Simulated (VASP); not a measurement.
# InP: accuracy against cost in the plane-wave cutoff and k-mesh, part 2 of 3

A convergence test on InP: the plane-wave cutoff and k-mesh. The atoms are off their equilibrium sites, so that forces can be compared too. The series runs use PBE. The atoms of the start are displaced at random from the sites of a F-43m cell.

VASP 6.6.1; PBE; plane waves and PAW (In_d, P).

Still holding for the runs below: Spin-orbit coupling is off here; with elements this heavy it splits and shifts levels by tenths of an eV or more.

So far. Step 6 (Plane-wave cutoff: ENCUT = 290): Against the run before the energy moves by -0.49 meV an atom and the pressure by -0.09 GPa, after 13 cycles in 71 s.

The database entry behind the starting cell differs from later determinations by our own check (0.1 to 0.3 % short, probably kX units), so it need not match the best structure at ambient conditions.

### Step 7. Plane-wave cutoff: ENCUT = 330

The input, INCAR:

```
SYSTEM = InP
PREC = Accurate
ENCUT = 330
EDIFF = 1E-06
NELM = 100
ISMEAR = -1
SIGMA = 0.05
LREAL = .FALSE.
ALGO = Normal
GGA = PE
NBANDS = 15
LORBIT = 11
LWAVE = .FALSE.
LCHARG = .FALSE.
KPAR = 2
ISIF = 2
```

The input, POSCAR:

```
InP
1.0
    0.0000000000      2.9305000000      2.9305000000
    2.9305000000      0.0000000000      2.9305000000
    2.9305000000      2.9305000000      0.0000000000
In P
1 1
Direct
    0.0076490000     -0.0083110000     -0.0119070000
    0.2554720000      0.2458670000      0.2651810000
```

The input, KPOINTS:

```
Automatic mesh
0
Gamma
8 8 8
0 0 0
```

PAW data sets: In_d and P (PBE family, release 64).

The run is started by

```console
$ mpirun -np 2 vasp_std
```

The program printed:

```text
[... set-up lines as in an earlier step ...]
 entering main loop
       N       E                     dE             d eps       ncg     rms          rms(c)
DAV:   1     0.972755816038E+02    0.97276E+02   -0.65832E+03  7887   0.970E+02
DAV:   2    -0.263377661488E+01   -0.99909E+02   -0.96240E+02  8675   0.258E+02
DAV:   3    -0.860456080115E+01   -0.59708E+01   -0.59475E+01 10012   0.691E+01
DAV:   4    -0.874681084402E+01   -0.14225E+00   -0.14221E+00 10079   0.116E+01
[...]
DAV:  11    -0.832184813963E+01   -0.63448E-04   -0.63152E-05  9704   0.689E-02    0.155E-02
DAV:  12    -0.832185299051E+01   -0.48509E-05   -0.16511E-05 10488   0.624E-02    0.152E-02
DAV:  13    -0.832185328753E+01   -0.29702E-06   -0.10449E-06  7092   0.720E-03
   1 F= -.83218533E+01 E0= -.83218461E+01  d E =-.142899E-04
```

It took 1.8 min on 2 MPI ranks of AMD EPYC 7R43, shared host; peak memory 0.39 GiB.

From OUTCAR (step 7):

```text
  Total        0.9864874      1.0231980      1.0893071      0.0923268     -0.7965386     -0.6330473
  in kB       31.4012504     32.5697999     34.6741446      2.9388897    -25.3549189    -20.1507656
  external PRESSURE =      32.8817316 kB  Pullay stress =       0.0000000 kB

 POSITION                                       TOTAL-FORCE (eV/Angst)
 -----------------------------------------------------------------------------------
      5.80175      2.91802      2.92856         0.743858      0.593050     -0.120806
      1.49763      1.52577      1.46917        -0.743858     -0.593050      0.120806
 -----------------------------------------------------------------------------------
    total drift:                                0.000379      0.000606      0.000066

  FREE ENERGIE OF THE ION-ELECTRON SYSTEM (eV)
  ---------------------------------------------------
  free  energy   TOTEN  =        -8.3218532875 eV

  energy  without entropy=       -8.3218389976  energy(sigma->0) =       -8.32184614

[... 1 part as in an earlier step ...]

[... 2 further parts left out ...]
[key lines of the parts left out:]
E-fermi :   5.6466
```

Against the run before the energy moves by -0.44 meV an atom and the pressure by -0.06 GPa, after 13 cycles in 1.8 min.

### Step 8. Plane-wave cutoff: ENCUT = 410

INCAR: that of step 7 with these lines changed.

```diff
@@ -2,3 +2,3 @@
 PREC = Accurate
-ENCUT = 330
+ENCUT = 410
 EDIFF = 1E-06
```

POSCAR is that of step 7.

KPOINTS is that of step 7.

The run is started by

```console
$ mpirun -np 2 vasp_std
```

The program printed:

```text
[... set-up lines as in an earlier step ...]
 entering main loop
       N       E                     dE             d eps       ncg     rms          rms(c)
DAV:   1     0.104189009317E+03    0.10419E+03   -0.74103E+03  7877   0.113E+03
DAV:   2    -0.183945311693E+01   -0.10603E+03   -0.10213E+03  8521   0.281E+02
DAV:   3    -0.857497327105E+01   -0.67355E+01   -0.66966E+01 10082   0.746E+01
DAV:   4    -0.874798824226E+01   -0.17301E+00   -0.17296E+00  9931   0.132E+01
[...]
DAV:  11    -0.832464938843E+01   -0.62156E-04   -0.55535E-05  9585   0.626E-02    0.150E-02
DAV:  12    -0.832465598017E+01   -0.65917E-05   -0.19776E-05 10383   0.699E-02    0.165E-02
DAV:  13    -0.832465626832E+01   -0.28814E-06   -0.11273E-06  7232   0.824E-03
   1 F= -.83246563E+01 E0= -.83246492E+01  d E =-.140905E-04
```

Elapsed: 1.7 min, on 2 MPI ranks; peak memory 0.44 GiB; 3.1 min of CPU time.

Parts of OUTCAR (step 8):

```text
  Total        1.0932973      1.1300214      1.1961533      0.0925199     -0.7963835     -0.6329213
  in kB       34.8011571     35.9701372     38.0752042      2.9450367    -25.3499814    -20.1467559
  external PRESSURE =      36.2821662 kB  Pullay stress =       0.0000000 kB

 POSITION                                       TOTAL-FORCE (eV/Angst)
 -----------------------------------------------------------------------------------
      5.80175      2.91802      2.92856         0.744085      0.593236     -0.121021
      1.49763      1.52577      1.46917        -0.744085     -0.593236      0.121021
 -----------------------------------------------------------------------------------
    total drift:                                0.000388      0.000609      0.000063

  FREE ENERGIE OF THE ION-ELECTRON SYSTEM (eV)
  ---------------------------------------------------
  free  energy   TOTEN  =        -8.3246562683 eV

  energy  without entropy=       -8.3246421779  energy(sigma->0) =       -8.32464922

[... 1 part as in an earlier step ...]

[... 2 further parts left out ...]
[key lines of the parts left out:]
E-fermi :   5.6469
```

Against the run before the energy moves by -1.40 meV an atom and the pressure by +0.34 GPa, after 13 cycles in 1.7 min.

### Step 9. Plane-wave cutoff: ENCUT = 510

INCAR: that of step 8 with these lines changed.

```diff
@@ -2,3 +2,3 @@
 PREC = Accurate
-ENCUT = 410
+ENCUT = 510
 EDIFF = 1E-06
```

POSCAR is that of step 8.

KPOINTS is that of step 8.

The run is started by

```console
$ mpirun -np 2 vasp_std
```

The program printed:

```text
[... set-up lines as in an earlier step ...]
 entering main loop
       N       E                     dE             d eps       ncg     rms          rms(c)
DAV:   1     0.112544350021E+03    0.11254E+03   -0.83868E+03  7842   0.132E+03
DAV:   2    -0.985047252499E+00   -0.11353E+03   -0.10896E+03  8493   0.310E+02
DAV:   3    -0.854651153647E+01   -0.75615E+01   -0.75175E+01 10082   0.798E+01
DAV:   4    -0.874671212080E+01   -0.20020E+00   -0.20012E+00  9855   0.141E+01
[...]
DAV:  11    -0.832447624790E+01   -0.62421E-04   -0.55465E-05  9564   0.619E-02    0.152E-02
DAV:  12    -0.832448283918E+01   -0.65913E-05   -0.19944E-05 10411   0.707E-02    0.164E-02
DAV:  13    -0.832448313810E+01   -0.29891E-06   -0.11460E-06  7141   0.849E-03
   1 F= -.83244831E+01 E0= -.83244761E+01  d E =-.140861E-04
```

Wall time 2.2 min (2 MPI ranks); peak memory 0.57 GiB.

OUTCAR, selected parts (step 9):

```text
  Total        1.0882370      1.1251387      1.1913037      0.0928249     -0.7962198     -0.6328337
  in kB       34.6400811     35.8147115     37.9208366      2.9547442    -25.3447701    -20.1439665
  external PRESSURE =      36.1252097 kB  Pullay stress =       0.0000000 kB

 POSITION                                       TOTAL-FORCE (eV/Angst)
 -----------------------------------------------------------------------------------
      5.80175      2.91802      2.92856         0.743629      0.592680     -0.121131
      1.49763      1.52577      1.46917        -0.743629     -0.592680      0.121131
 -----------------------------------------------------------------------------------
    total drift:                               -0.000128     -0.000074     -0.000020

  FREE ENERGIE OF THE ION-ELECTRON SYSTEM (eV)
  ---------------------------------------------------
  free  energy   TOTEN  =        -8.3244831381 eV

  energy  without entropy=       -8.3244690520  energy(sigma->0) =       -8.32447610

[... 1 part as in an earlier step ...]

[... 2 further parts left out ...]
[key lines of the parts left out:]
E-fermi :   5.6467
```

Against the run before the energy moves by +0.09 meV an atom and the pressure by -0.02 GPa, after 13 cycles in 2.2 min.

### Step 10. The plane-wave cutoff series as a table

This step: convergence of PBE results with the cutoff; plane waves and PAW (VASP 6.6.1).

This step runs nothing: it gathers the runs above.

Differences are taken from the run with ENCUT = 510. Results of the series, by row:

```tsv
setting	status	energy less the reference (meV/atom)	pressure (GPa)	largest force difference (meV/Å)	gap (eV)	SCF cycles	wall time (s)
ENCUT = 150	converged	2091	-141.3	37.5	0.3748	14	37
ENCUT = 190	converged	113.5	-16.29	14.11	0.5085	13	43
ENCUT = 230	converged	12.29	1.816	1.774	0.5199	12	42
ENCUT = 260	converged	2.246	3.439	1.625	0.5227	12	63
ENCUT = 290	converged	1.76	3.347	0.612	0.5232	13	71
ENCUT = 330	converged	1.315	3.288	0.37	0.5255	13	109
ENCUT = 410	converged	-0.08656	3.628	0.556	0.5271	13	102
ENCUT = 510	converged	0	3.613	0	0.5271	13	134
```

### Step 11. K-mesh: 2 2 2

This step: PBE; plane waves and PAW (In_d, P) (VASP 6.6.1).

The sum over the zone converges with the mesh, fast for insulators and slowly for metals.

INCAR: that of step 9 with these lines changed.

```diff
@@ -2,3 +2,3 @@
 PREC = Accurate
-ENCUT = 510
+ENCUT = 400
 EDIFF = 1E-06
@@ -14,3 +14,3 @@
 LCHARG = .FALSE.
-KPAR = 2
+NCORE = 2
 ISIF = 2
```

POSCAR is that of step 9.

The input, KPOINTS:

```
Automatic mesh
0
Gamma
2 2 2
0 0 0
```

The run is started by

```console
$ mpirun -np 2 vasp_std
```

The program printed:

```text
[banner, memory and clock lines left out]
running    2 mpi-ranks, on    1 nodes
 distrk:  each k-point on    2 cores,    1 groups
 distr:  one band on    2 cores,    1 groups

 POSCAR found type information on POSCAR InP
 POSCAR found :  2 types and       2 ions
 LDA part: xc-table for (Slater+PW92), standard interpolation
 POSCAR, INCAR and KPOINTS ok, starting setup
 FFT: planning ... GRIDC
 FFT: planning ... GRID_SOFT
 FFT: planning ... GRID
 WAVECAR not read
 entering main loop
       N       E                     dE             d eps       ncg     rms          rms(c)
DAV:   1     0.100350895426E+03    0.10035E+03   -0.72436E+03   240   0.112E+03
DAV:   2    -0.445306017864E+00   -0.10080E+03   -0.95800E+02   261   0.267E+02
DAV:   3    -0.709369116717E+01   -0.66484E+01   -0.65944E+01   310   0.733E+01
DAV:   4    -0.727697302258E+01   -0.18328E+00   -0.18310E+00   326   0.130E+01
DAV:   5    -0.728591325019E+01   -0.89402E-02   -0.89400E-02   357   0.244E+00    0.619E+00
DAV:   6    -0.654142703381E+01    0.74449E+00   -0.11623E+00   360   0.172E+01    0.378E+00
DAV:   7    -0.648949310342E+01    0.51934E-01   -0.38121E-01   378   0.438E+00    0.164E+00
DAV:   8    -0.649865334028E+01   -0.91602E-02   -0.33344E-02   275   0.252E+00    0.423E-01
DAV:   9    -0.650107150420E+01   -0.24182E-02   -0.58300E-03   314   0.109E+00    0.212E-01
DAV:  10    -0.650122616343E+01   -0.15466E-03   -0.40427E-04   324   0.169E-01    0.148E-01
DAV:  11    -0.650146311173E+01   -0.23695E-03   -0.15763E-04   268   0.992E-02    0.346E-02
DAV:  12    -0.650149665437E+01   -0.33543E-04   -0.64537E-05   268   0.845E-02    0.202E-02
DAV:  13    -0.650149696048E+01   -0.30611E-06   -0.14805E-06   336   0.838E-03
   1 F= -.65014970E+01 E0= -.65004620E+01  d E =-.206995E-02
```

Run time: 4.6 s. Hardware: 2 MPI ranks; peak memory 0.18 GiB; 7.3 s of CPU time.

Parts of OUTCAR (step 11):

```text
   k-points           NKPTS =      8   k-points in BZ     NKDIM =      8   number of bands    NBANDS=     15

   ENCUT  =  400.0 eV  29.40 Ry    5.42 a.u.   6.76  6.76  6.76*2*pi/ulx,y,z

   NELECT =      18.0000    total number of electrons

 E-fermi :   5.9721

 k-point     1 :       0.0000    0.0000    0.0000
  band No.  band energies     occupation
    ...
      5      -8.9208      2.00000
      6      -5.9949      2.00000
      7       5.3279      1.99999
      8       5.5689      1.99937
      9       5.7651      1.96865
     10       6.1780      0.03199
     11       9.2906      0.00000
     12       9.3790      0.00000
     13       9.5684      0.00000
     14      13.9901      0.00000
    ...

  Total        2.3949817      2.4303869      2.4938460      0.1383515     -0.7717638     -0.6108158
  in kB       76.2355626     77.3625594     79.3825486      4.4039193    -24.5663021    -19.4431067
  external PRESSURE =      77.6602235 kB  Pullay stress =       0.0000000 kB

 POSITION                                       TOTAL-FORCE (eV/Angst)
 -----------------------------------------------------------------------------------
      5.80175      2.91802      2.92856         0.779760      0.621479     -0.152961
      1.49763      1.52577      1.46917        -0.779760     -0.621479      0.152961
 -----------------------------------------------------------------------------------
    total drift:                                0.000429      0.000642      0.000133

  FREE ENERGIE OF THE ION-ELECTRON SYSTEM (eV)
  ---------------------------------------------------
  free  energy   TOTEN  =        -6.5014969605 eV

  energy  without entropy=       -6.4994270151  energy(sigma->0) =       -6.50046199

[... 3 parts as in an earlier step ...]

[... 12 further parts left out ...]
```

This step gave:

- irreducible k-points: 8
- free energy (TOTEN): -6.501 eV
- energy at zero smearing: -6.500 eV
- Fermi energy: 5.972 eV
- pressure: 7.766 GPa
- gap on the k-mesh: 0.4129 eV
- least direct gap on the k-mesh: 0.4129 eV

The series starts at -3.2502 eV an atom and 7.77 GPa, after 13 cycles in 4.6 s.

### Step 12. K-mesh: 3 3 3

INCAR: that of step 11 with these lines changed.

```diff
@@ -14,3 +14,3 @@
 LCHARG = .FALSE.
-NCORE = 2
+KPAR = 2
 ISIF = 2
```

POSCAR is that of step 11.

The input, KPOINTS:

```
Automatic mesh
0
Gamma
3 3 3
0 0 0
```

The run is started by

```console
$ mpirun -np 2 vasp_std
```

The program printed:

```text
[... set-up lines as in an earlier step ...]
 entering main loop
       N       E                     dE             d eps       ncg     rms          rms(c)
DAV:   1     0.102327385350E+03    0.10233E+03   -0.72869E+03   427   0.111E+03
DAV:   2    -0.146043619648E+01   -0.10379E+03   -0.99142E+02   462   0.276E+02
DAV:   3    -0.827583798557E+01   -0.68154E+01   -0.67843E+01   539   0.769E+01
DAV:   4    -0.844763692363E+01   -0.17180E+00   -0.17173E+00   472   0.132E+01
[...]
DAV:  11    -0.792583230496E+01   -0.13171E-03   -0.18774E-04   420   0.132E-01    0.382E-02
DAV:  12    -0.792583144439E+01    0.86057E-06   -0.13813E-05   490   0.392E-02    0.122E-02
DAV:  13    -0.792583206601E+01   -0.62162E-06   -0.21150E-06   427   0.788E-03
   1 F= -.79258321E+01 E0= -.79256649E+01  d E =-.334349E-03
```

Elapsed: 8.4 s, on 2 MPI ranks; peak memory 0.23 GiB; 14 s of CPU time.

OUTCAR, selected parts (step 12):

```text
  Total        1.3671545      1.4019907      1.4647996      0.1112892     -0.7598581     -0.6031794
  in kB       43.5184101     44.6272929     46.6265864      3.5424897    -24.1873272    -19.2000307
  external PRESSURE =      44.9240965 kB  Pullay stress =       0.0000000 kB

 POSITION                                       TOTAL-FORCE (eV/Angst)
 -----------------------------------------------------------------------------------
      5.80175      2.91802      2.92856         0.760442      0.606324     -0.130731
      1.49763      1.52577      1.46917        -0.760442     -0.606324      0.130731
 -----------------------------------------------------------------------------------
    total drift:                                0.000354      0.000587      0.000061

  FREE ENERGIE OF THE ION-ELECTRON SYSTEM (eV)
  ---------------------------------------------------
  free  energy   TOTEN  =        -7.9258320660 eV

  energy  without entropy=       -7.9254977169  energy(sigma->0) =       -7.92566489

[... 1 part as in an earlier step ...]

[... 2 further parts left out ...]
[key lines of the parts left out:]
E-fermi :   5.7507
```

Against the run before the energy moves by -712.60 meV an atom and the pressure by -3.27 GPa, after 13 cycles in 8.4 s.

### Step 13. K-mesh: 4 4 4

INCAR is that of step 12.

POSCAR is that of step 12.

The input, KPOINTS:

```
Automatic mesh
0
Gamma
4 4 4
0 0 0
```

The run is started by

```console
$ mpirun -np 2 vasp_std
```

The program printed:

```text
[... set-up lines as in an earlier step ...]
 entering main loop
       N       E                     dE             d eps       ncg     rms          rms(c)
DAV:   1     0.104891734468E+03    0.10489E+03   -0.73397E+03  1094   0.114E+03
DAV:   2    -0.154636386988E+01   -0.10644E+03   -0.10233E+03  1164   0.282E+02
DAV:   3    -0.849190739461E+01   -0.69455E+01   -0.69143E+01  1416   0.762E+01
DAV:   4    -0.867195900399E+01   -0.18005E+00   -0.17996E+00  1447   0.133E+01
[...]
DAV:  11    -0.821521358052E+01   -0.55672E-04   -0.29889E-05  1227   0.453E-02    0.492E-02
DAV:  12    -0.821523458275E+01   -0.21002E-04   -0.43821E-05  1332   0.960E-02    0.195E-02
DAV:  13    -0.821523502078E+01   -0.43803E-06   -0.19517E-06  1339   0.114E-02
   1 F= -.82152350E+01 E0= -.82151772E+01  d E =-.115676E-03
```

Elapsed: 16 s, on 2 MPI ranks; peak memory 0.25 GiB.

OUTCAR, selected parts (step 13):

```text
  Total        1.1529824      1.1885987      1.2527749      0.1000950     -0.7793578     -0.6191564
  in kB       36.7010162     37.8347319     39.8775481      3.1861623    -24.8080295    -19.7085986
  external PRESSURE =      38.1377654 kB  Pullay stress =       0.0000000 kB

 POSITION                                       TOTAL-FORCE (eV/Angst)
 -----------------------------------------------------------------------------------
      5.80175      2.91802      2.92856         0.750215      0.598157     -0.124864
      1.49763      1.52577      1.46917        -0.750215     -0.598157      0.124864
 -----------------------------------------------------------------------------------
    total drift:                                0.000358      0.000592      0.000068

  FREE ENERGIE OF THE ION-ELECTRON SYSTEM (eV)
  ---------------------------------------------------
  free  energy   TOTEN  =        -8.2152350208 eV

  energy  without entropy=       -8.2151193450  energy(sigma->0) =       -8.21517718

[... 1 part as in an earlier step ...]

[... 2 further parts left out ...]
[key lines of the parts left out:]
E-fermi :   5.6821
```

Against the run before the energy moves by -144.76 meV an atom and the pressure by -0.68 GPa, after 13 cycles in 16 s.

### Step 14. K-mesh: 5 5 5

INCAR is that of step 13.

POSCAR is that of step 13.

The input, KPOINTS:

```
Automatic mesh
0
Gamma
5 5 5
0 0 0
```

The run is started by

```console
$ mpirun -np 2 vasp_std
```

The program printed:

```text
[... set-up lines as in an earlier step ...]
 entering main loop
       N       E                     dE             d eps       ncg     rms          rms(c)
DAV:   1     0.102290759803E+03    0.10229E+03   -0.72735E+03  1918   0.111E+03
DAV:   2    -0.198319005282E+01   -0.10427E+03   -0.99748E+02  2128   0.278E+02
DAV:   3    -0.855821919197E+01   -0.65750E+01   -0.65282E+01  2457   0.730E+01
DAV:   4    -0.872525166193E+01   -0.16703E+00   -0.16696E+00  2372   0.130E+01
[...]
DAV:  11    -0.829078458896E+01   -0.71315E-04   -0.72433E-05  2079   0.746E-02    0.152E-02
DAV:  12    -0.829078954168E+01   -0.49527E-05   -0.16817E-05  2562   0.629E-02    0.155E-02
DAV:  13    -0.829078988337E+01   -0.34168E-06   -0.11796E-06  1512   0.778E-03
   1 F= -.82907899E+01 E0= -.82907624E+01  d E =-.550409E-04
```

It took 19 s on 2 MPI ranks; peak memory 0.28 GiB; 33 s of CPU time.

Parts of OUTCAR (step 14):

```text
  Total        1.0990800      1.1352503      1.2004119      0.0956214     -0.7887880     -0.6268107
  in kB       34.9852285     36.1365780     38.2107614      3.0437608    -25.1082071    -19.9522470
  external PRESSURE =      36.4441893 kB  Pullay stress =       0.0000000 kB

 POSITION                                       TOTAL-FORCE (eV/Angst)
 -----------------------------------------------------------------------------------
      5.80175      2.91802      2.92856         0.746346      0.595051     -0.122621
      1.49763      1.52577      1.46917        -0.746346     -0.595051      0.122621
 -----------------------------------------------------------------------------------
    total drift:                                0.000377      0.000600      0.000069

  FREE ENERGIE OF THE ION-ELECTRON SYSTEM (eV)
  ---------------------------------------------------
  free  energy   TOTEN  =        -8.2907898834 eV

  energy  without entropy=       -8.2907348425  energy(sigma->0) =       -8.29076236

[... 1 part as in an earlier step ...]

[... 2 further parts left out ...]
[key lines of the parts left out:]
E-fermi :   5.6581
```

Against the run before the energy moves by -37.79 meV an atom and the pressure by -0.17 GPa, after 13 cycles in 19 s.

(Part 2 of 3 ends here.)

[Lines on the potential files, build, host, timing and source positions are cut from VASP's logs without a mark.]

[Logs are printed without paths, hosts, clocks, repeated set-up lines and the standing remarks that a program may print on its own settings, such as how far it seeks lower states.]

[Hosts, paths, dates, database ids (printed as entryN), source tags and the programs' standing remarks are cut or masked in the printed files.]

[A measured line is paired with the nearest computed mode of its activity, which favours agreement.]

[In band tables of VASP the shares of atoms and orbitals are scaled to a sum of 1 inside the atoms' spheres.]
